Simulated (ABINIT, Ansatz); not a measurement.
**A GW run on AlN (F-43m) in ABINIT, with inputs changed**

A base run on AlN (F-43m), then changed inputs.

Main program and level: ABINIT 10.8.3; PBE and many-body steps on it, plane waves.

### Step 1. Set-up

The structure is cubic, space group F-43m (No. 216). Conventional cell: a = 4.368 Å, b = 4.368 Å, c = 4.368 Å, α = 90.00°, β = 90.00°, γ = 90.00°. Al has 4 N at 1.89 Å nearest. Nearest to N lie 4 Al at 1.89 Å. Farther neighbours and most contacts between anions are not listed.

The cell and positions are those that the Materials Project relaxed with its own functionals (PBE, PBE+U or r2SCAN), kept fixed. This is not the form that AlN usually takes at ambient conditions.

### Step 2. Screening, 8×8×8 mesh, 158 bands, screening to 283 eV

This step: ABINIT 10.8.3; RPA screening on PBE, plane waves, norm-conserving pseudopotentials.

The RPA dielectric matrix is built and inverted for each q.

File run.abi:

```
acell 3*1.0 Angstrom
rprim 
  -0.000000000000 2.183993559600 2.183993559600
  2.183993559600 -0.000000000000 2.183993559600
  2.183993559600 2.183993559600 -0.000000000000
ntypat 2
znucl 13 7
natom 2
typat 1 2
xred 
  0.000000000000 0.000000000000 0.000000000000
  0.750000000000 0.750000000000 0.750000000000
pp_dirpath "pseudos"
pseudos "Al.upf, N.upf"
ecut 36
ngkpt 8 8 8
nshiftk 1
shiftk 0 0 0
kptopt 1
chksymbreak 0
istwfk *1
occopt 1
irdwfk 1
optdriver 3
nband 158
ecuteps 10.4
inclvkb 2
awtr 1
symchi 1
indata_prefix "in"
outdata_prefix "out"
tmpdata_prefix "tmp"
```

Run with:

```sh
> OMP_NUM_THREADS=1 mpirun -n 4 abinit run.abi > log
```

Log:

```text
.Version 10.8.3 of ABINIT. v10.8.2 released Aug 2026.

 Symmetries : space group F-4 3 m (#216); Bravais cF (face-center cubic)
[... echo of the input left out ...]
== DATASET  1 ==================================================================
-   mpi_nproc: 4, omp_nthreads: 1 (-1 if OMP is not activated)

--- !DatasetInfo
iteration_state: {dtset: 1, }
dimensions: {natom: 2, nkpt: 29, mband: 158, nsppol: 1, nspinor: 1, nspden: 1, mpw: 1475, }
cutoff_energies: {ecut:  36.0, pawecutdg:  -1.0, }
electrons: {nelect:   8.00000000E+00, charge:   0.00000000E+00, occopt:   1.00000000E+00, tsmear:   1.00000000E-02, }

 SCREENING: Calculation of the susceptibility and dielectric matrices

 Based on a program developped by R.W. Godby, V. Olevano, G. Onida, and L. Reining.
 Incorporated in ABINIT by V. Olevano, G.-M. Rignanese, and M. Torrent.
.Using double precision arithmetic ; gwpc =  8

[... cell and pseudopotentials left out ...]
--------------------------------------------------------------------------------

 ==== K-mesh for the wavefunctions ====
 Number of points in the irreducible wedge :    29
[... list of points left out ...]
 Together with 24 symmetry operations and time-reversal symmetry
 yields   512 points in the full Brillouin Zone.

 ==== Q-mesh for the screening function ====
 Number of points in the irreducible wedge :    29
[... list of points left out ...]
 Together with 24 symmetry operations and time-reversal symmetry
 yields   512 points in the full Brillouin Zone.

 setmesh: FFT mesh size selected  =    25x   25x   25
          total number of points  =        15625

 vcoul_init : cutoff-mode = AUXILIARY_FUNCTION
 q-points for optical limit:   1
     1)      0.000010    0.000020    0.000030

- screening: taking advantage of time-reversal symmetry
- Maximum band index for partially occupied states nbvw = 4
- Remaining bands to be divided among processors   nbcw = 154
- Number of bands treated by each node ~38

 Number of electrons calculated from density =    8.0000; Expected =    8.0000
 average of density, n =  0.056900
 r_s =    1.6129
 omega_plasma =   23.0097 [eV]

 calculating chi0 at frequencies [eV] :
  1    0.000000E+00    0.000000E+00
  2    0.000000E+00    2.300966E+01

--------------------------------------------------------------------------------
  q-point number  1        q = ( 0.000000, 0.000000, 0.000000) [r.l.u.]
--------------------------------------------------------------------------------
[... chi0 elements left out ...]
 For q-point:  0.000010 0.000020 0.000030
  dielectric constant =   4.2700
  dielectric constant without local fields =   4.7098

  Average fulfillment of the sum rule on Im[epsilon] for q-point    1 :     94.04  [%]
[... wings left out ...]
  q-point number  2        q = ( 0.125000, 0.000000, 0.000000) [r.l.u.]
--------------------------------------------------------------------------------
[... chi0 elements left out ...]
  Average fulfillment of the sum rule on Im[epsilon] for q-point    2 :     98.23  [%]

 [... 27 further q-points ...]
```

Wall time 5.7 min (4 MPI ranks of Arm Neoverse V1, shared host); peak memory 1.9 GiB.

Numbers from this step:

```
ε∞ with local fields, on this mesh, along the program's q direction : 4.27
the same without local fields                                       : 4.710
plasma frequency                                                    : 23.01 eV
plane waves in the screening matrix                                 : 229
```

Local fields lower ε∞ by 9 %.

### Step 3. Base

The self-energy is evaluated for the states that the input lists, and the levels follow from it, in one-shot runs by the linearised quasiparticle equation.

This step: G0W0 on PBE, plane waves, norm-conserving pseudopotentials.

Edit run.abi of step 2 so:

```diff
@@ -23,8 +23,17 @@
 irdwfk 1
-optdriver 3
+optdriver 4
 nband 158
+gwcalctyp 0
+ecutsigx 36
+symsigma 1
+nkptgw 2
+kptgw 
+  0.0000000000 0.0000000000 0.0000000000
+  0.5000000000 0.5000000000 0.0000000000
+bdgw 
+  2 8
+  3 6
 ecuteps 10.4
-inclvkb 2
-awtr 1
-symchi 1
+irdscr 1
+ppmodel 1
 indata_prefix "in"
```

Log:

```text
.Version 10.8.3 of ABINIT. v10.8.2 released Aug 2026.

 Symmetries : space group F-4 3 m (#216); Bravais cF (face-center cubic)
[... echo of the input left out ...]
== DATASET  1 ==================================================================
-   mpi_nproc: 4, omp_nthreads: 1 (-1 if OMP is not activated)

--- !DatasetInfo
iteration_state: {dtset: 1, }
dimensions: {natom: 2, nkpt: 29, mband: 158, nsppol: 1, nspinor: 1, nspden: 1, mpw: 1475, }
cutoff_energies: {ecut:  36.0, pawecutdg:  -1.0, }
electrons: {nelect:   8.00000000E+00, charge:   0.00000000E+00, occopt:   1.00000000E+00, tsmear:   1.00000000E-02, }

 SIGMA: Calculation of the GW corrections

 Based on a program developped by R.W. Godby, V. Olevano, G. Onida, and L. Reining.
 Incorporated in ABINIT by V. Olevano, G.-M. Rignanese, and M. Torrent.
.Using double precision arithmetic ; gwpc =  8

[... cell and pseudopotentials left out ...]
--------------------------------------------------------------------------------

 ==== K-mesh for the wavefunctions ====
 Number of points in the irreducible wedge :    29
[... list of points left out ...]
 Together with 24 symmetry operations and time-reversal symmetry
 yields   512 points in the full Brillouin Zone.

 ==== Q-mesh for screening function ====
 Number of points in the irreducible wedge :    29
[... list of points left out ...]
 Together with 24 symmetry operations and time-reversal symmetry
 yields   512 points in the full Brillouin Zone.

 vcoul_init : cutoff-mode = AUXILIARY_FUNCTION
 q-points for optical limit:   1
     1)      0.000010    0.000020    0.000030
 setmesh: FFT mesh size selected  =    32x   32x   32
          total number of points  =        32768

 Number of electrons calculated from density =    8.0000; Expected =    8.0000
 average of density, n =  0.056900
 r_s =    1.6129
 omega_plasma =   23.0097 [eV]

 === KS Band Gaps ===
  >>>> For spin  1
   Minimum direct gap =   4.1921 [eV], located at k-point      :   0.0000  0.0000  0.0000
   Fundamental gap    =   3.3248 [eV], Top of valence bands at :   0.0000  0.0000  0.0000
                                       Bottom of conduction at :   0.5000  0.5000  0.0000
 SIGMA fundamental parameters:
 PLASMON POLE MODEL  1
 number of plane-waves for SigmaX                 1459
 number of plane-waves for SigmaC and W            229
 number of plane-waves for wavefunctions          1459
 number of bands                                   158
 number of independent spin polarizations            1
 number of spinorial components                      1
 number of k-points in IBZ                          29
 number of q-points in IBZ                          29
 number of symmetry operations                      24
 number of k-points in BZ                          512
 number of q-points in BZ                          512
 number of frequencies for dSigma/dE                 9
 frequency step for dSigma/dE [eV]                0.25
 number of omega for Sigma on real axis              0
 max omega for Sigma on real axis  [eV]           0.00
 zcut for avoiding poles [eV]                     0.10

 EPSILON^-1 parameters (SCR file):
 dimension of the eps^-1 matrix on file            229
 dimension of the eps^-1 matrix used               229
 number of plane-waves for wavefunctions          1459
 number of bands                                   158
 number of q-points in IBZ                          29
 number of frequencies                               2
 number of real frequencies                          1
 number of imag frequencies                          1

 matrix elements of self-energy operator (all in [eV])

 Perturbative Calculation

--- !SelfEnergy_ee
iteration_state: {dtset: 1, }
kpoint     : [   0.000,    0.000,    0.000, ]
spin       : 1
KS_gap     :    4.192
QP_gap     :    5.609
Delta_QP_KS:    1.417
data: !SigmaeeData |
     Band     E0 <VxcDFT>   SigX SigC(E0)      Z dSigC/dE  Sig(E)    E-E0       E
        2   5.159 -16.959 -20.982   2.819   0.784  -0.275 -17.903  -0.945   4.214
        3   5.159 -16.959 -20.982   2.819   0.784  -0.275 -17.903  -0.945   4.214
        4   5.159 -16.959 -20.982   2.819   0.784  -0.275 -17.903  -0.945   4.214
        5   9.351 -12.532  -8.117  -3.836   0.815  -0.227 -12.060   0.472   9.823
        6  17.748  -9.893  -4.100  -5.094   0.822  -0.217  -9.318   0.575  18.323
        7  17.748  -9.893  -4.100  -5.094   0.822  -0.217  -9.318   0.575  18.323
        8  17.748  -9.893  -4.100  -5.094   0.822  -0.217  -9.318   0.575  18.323

--- !SelfEnergy_ee
iteration_state: {dtset: 1, }
kpoint     : [   0.500,    0.500,    0.000, ]
spin       : 1
KS_gap     :    5.100
QP_gap     :    6.636
Delta_QP_KS:    1.536
data: !SigmaeeData |
     Band     E0 <VxcDFT>   SigX SigC(E0)      Z dSigC/dE  Sig(E)    E-E0       E
        3   3.383 -15.431 -20.140   3.147   0.781  -0.281 -16.650  -1.219   2.164
        4   3.383 -15.431 -20.140   3.147   0.781  -0.281 -16.650  -1.219   2.164
        5   8.483  -9.207  -5.053  -3.775   0.836  -0.196  -8.890   0.317   8.801
        6  13.810  -9.462  -4.398  -4.401   0.838  -0.193  -8.906   0.555  14.365

== END DATASET(S) ==============================================================
================================================================================

 -outvars: echo values of variables after computation  --------
           etotal      0.0000000000E+00
            nband         158
             nkpt          29
          spgroup         216
 [... the other variables as echoed above ...]

 Calculation completed.
```

Elapsed: 48 s, on 4 MPI ranks; peak memory 1.9 GiB.

Numbers from this step:

```
G0W0 gap on the points computed              : 4.587 eV
starting gap on the mesh                     : 3.325 eV
k of the valence top                         : 0, 0, 0
k of the conduction bottom                   : 0.5, 0.5, 0
Z at the valence top                         : 0.784
Z at the conduction bottom                   : 0.836
least direct G0W0 gap on the computed points : 5.609 eV
```

The gap on the mesh goes from 3.32 eV to 4.59 eV, a correction of +1.26 eV.

### Step 4. More bands than the file holds

Edit run.abi of step 3 so:

```diff
@@ -24,3 +24,3 @@
 optdriver 4
-nband 158
+nband 1146
 gwcalctyp 0
```

Log:

```text
.Version 10.8.3 of ABINIT. v10.8.2 released Aug 2026.

 Symmetries : space group F-4 3 m (#216); Bravais cF (face-center cubic)
================================================================================
 Values of the parameters that define the memory need of the present run
     intxc =       0    ionmov =       0      iscf =       7    lmnmax =       6
     lnmax =       6     mgfft =      32  mpssoang =       3    mqgrid =    3001
     natom =       2  nloc_mem =       1    nspden =       1   nspinor =       1
    nsppol =       1      nsym =      24    n1xccc =    2501    ntypat =       2
    occopt =       1   xclevel =       2
-    mband =        1146        mffmem =           1         mkmem =           8
       mpw =        1475          nfft =       32768          nkpt =          29
================================================================================
  Rough estimation (10% accuracy) of disk space for files :
================================================================================

--------------------------------------------------------------------------------
------------- Echo of variables that govern the present computation ------------
--------------------------------------------------------------------------------
 -outvars: echo values of preprocessed input variables --------
            acell      1.8897261259E+00  1.8897261259E+00  1.8897261259E+00 Bohr

             bdgw           2       8       3       6
      chksymbreak           0
             ecut      3.60000000E+01 Hartree
          ecuteps      1.04000000E+01 Hartree
         ecutsigx      3.60000000E+01 Hartree
          ecutwfn      3.60000000E+01 Hartree
-          fftalg         312
           irdscr           1
           irdwfk           1

[...]
SIGMA: Calculation of the GW corrections

 Based on a program developped by R.W. Godby, V. Olevano, G. Onida, and L. Reining.
 Incorporated in ABINIT by V. Olevano, G.-M. Rignanese, and M. Torrent.
.Using double precision arithmetic ; gwpc =  8

 Real(R)+Recip(G) space primitive vectors, cartesian coordinates (Bohr,Bohr^-1):
 R(1)=  0.0000000  4.1271497  4.1271497  G(1)= -0.1211490  0.1211490  0.1211490
 R(2)=  4.1271497  0.0000000  4.1271497  G(2)=  0.1211490 -0.1211490  0.1211490
 R(3)=  4.1271497  4.1271497  0.0000000  G(3)=  0.1211490  0.1211490 -0.1211490
 Unit cell volume ucvol=  1.4059849E+02 bohr^3
 Angles (23,13,12)=  6.00000000E+01  6.00000000E+01  6.00000000E+01 degrees

--- Pseudopotential description ------------------------------------------------
- Al Generated using ONCVPSP code by D. R. Hamann
- 13.00000   3.00000  171031                  znucl, zion, pspdat
12 -101130 2 -1 1876                          pspcod,pspxc,lmax,lloc,mmax
     nproj     2     2     2
  pspatm : epsatm=    4.08140545
         --- l  ekb(1:nproj) -->
[...]
pspatm: atomic psp has been read  and splines computed

- N Generated using ONCVPSP code by D. R. Hamann
-  7.00000   5.00000  171031                  znucl, zion, pspdat
12 -101130 1 -1 1058                          pspcod,pspxc,lmax,lloc,mmax
     nproj     2     2     0
  pspatm : epsatm=    5.20977870
         --- l  ekb(1:nproj) -->
             0    7.494509    0.636305
             1   -4.293905   -1.006988
 pspatm: atomic psp has been read  and splines computed

   7.43294732E+01                                ecore*ucvol(ha*bohr**3)
--------------------------------------------------------------------------------

--- !ERROR
message: |
    Number of bands stored WFK file is less than required.
    WFK mband: 390, self-energy nband: 1146

--- !ERROR
message: |
    Number of bands stored WFK file is less than required.
    WFK mband: 390, self-energy nband: 1146

--- from the log ---
Number of bands stored WFK file is less than required.
    WFK mband: 390, self-energy nband: 1146
```

Wall time 1.9 s (4 MPI ranks); peak memory 0.06 GiB.

The run stopped with an error after 1.9 s.

The program's words: Number of bands stored WFK file is less than required. WFK mband: 390, self-energy nband: 1146

The fault put into this input: more bands than the file holds.

### Step 5. The runs together

Times are wall times on 4 MPI ranks of Arm Neoverse V1, shared host, good to a factor of about two. A run's time includes the screening step that it read.

```
 run   mesh  bands  screening cutoff (eV)  DFT gap (eV)  gap on the mesh (eV)  direct (eV)  ε∞ used     time
base  8×8×8    158                    283         3.325                 4.587        5.609     4.27  6.5 min
```

### Step 6. Summary of results

| Property | Result |
| --- | --- |
| base | 4.587 eV |
| known limits | not at the basis limit |

**Reading.** Bands and cutoff are finite, so the gap is not at the basis limit. The miss can reach some tenths of an eV and take either sign; the mesh is an error of its own. In the G0W0 run levels were corrected at 2 k points alone, so a gap called «on the mesh» is the least over those, and an edge elsewhere would be missed.

[Paths, hosts, dates, memory and timing lines, banners, echoed tables and standing remarks are left out of the program output.]

[Logs are printed without paths, hosts, clocks, repeated set-up lines and the standing remarks that a program may print on its own settings, such as how far it seeks lower states.]

[Runs of the session that timed out or met a known fault of the program may be left out.]

[Hosts, paths, dates, database ids (printed as entryN), source tags and the programs' standing remarks are cut or masked in the printed files.]

[G0W0 gaps are taken among the corrected bands and points alone; a level outside them can change the order at an edge.]

[Where Ansatz stands beside ABINIT at settings called matched, ABINIT's density can come from a denser mesh and the files from another edition; pairs whose starting gaps differed by over 0.03 eV were left out, so agreement reads better than it is.]
